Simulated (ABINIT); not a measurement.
CdF2, 3 atoms in the cell. Symmetry: Fm-3m, No. 225, cubic system. Conventional cell: a = 5.388 Å, b = 5.388 Å, c = 5.388 Å, α = 90.00°, β = 90.00°, γ = 90.00°. Around Cd (site symmetry m-3m) lie 8 F at 2.33 Å. Around F (site symmetry -43m) lie 4 Cd at 2.33 Å. 

```yaml
Program: ABINIT 10.8.3 (patched build)
Task: band structure
Functional: RPBE
Potentials_or_basis: JTH PAW PBE v2.0
Cutoff: 626 eV
k_mesh: 9 × 9 × 9
Occupations: fermi-dirac, width 0.05 eV
Spin: no spin polarisation
Fine-grid_cutoff: 1224.51 eV
Exchange_and_correlation_inside_the_PAW_spheres: full angular mesh (pawxcdev 0, this build's default; the released program takes 1)
```

Potentials or basis: JTH PAW PBE v2.0.

Command:

```bash
$ abinit run.abi > log 2>&1
```

Hardware: 1 thread of Arm Neoverse V1, on a shared host.

Q: Estimate the wall time of this run.

A: Wall time 110 s on 1 thread of Arm Neoverse V1, with other jobs on the host, peak memory 0.14 GiB. Counts: scf iterations 12, mpi ranks 1, k points 35, bands 17, plane waves 1402.
